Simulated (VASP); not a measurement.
A run of VASP 6.6.1 is set up as follows.

INCAR

```
PREC = Accurate
ENCUT = 520
EDIFF = 1E-7
ISMEAR = 0
SIGMA = 0.1
LREAL = False
LASPH = True
NELM = 100
ALGO = Fast
ISIF = 2
LWAVE = False
LCHARG = True
GGA = RP
LELF = True
LVHAR = True
NBANDS = 27
```

KPOINTS

```
regular mesh
0
Gamma
  6 6 4
```

Contents of POSCAR:

```
InSe
1.0
    5.8263928800     -2.0546489600      0.0000000000
    5.8263928800      2.0546489600      0.0000000000
   -1.7232330100      0.0000000000      4.7713478600
In Se
2 2
Direct
    0.1117967500      0.1117967500      0.9531586400
    0.8882032500      0.8882032500      0.0468413600
    0.3390724100      0.3390724100      0.3310443800
    0.6609275900      0.6609275900      0.6689556200
```

Potentials or basis: VASP PAW PBE potentials, release 64 (In_d, Se).

Command:

```sh
$ cat potpaw_PBE.64/In_d/POTCAR potpaw_PBE.64/Se/POTCAR > POTCAR
$ mpirun -np 1 vasp_std > vasp.out
```

(1) What does it give for the band gap on the k mesh?

(2) Estimate the pressure.

(3) What does it give for the largest force?

Answers

(1) 1.23 eV, indirect (least direct gap 1.46 eV).

(2) 3.3 GPa.

(3) 0.319 eV/Å.

Caveat: the PAW data sets were made with another functional, which shifts forces and pressure a little; spin-orbit coupling is left out, which moves the levels of the heavy elements.
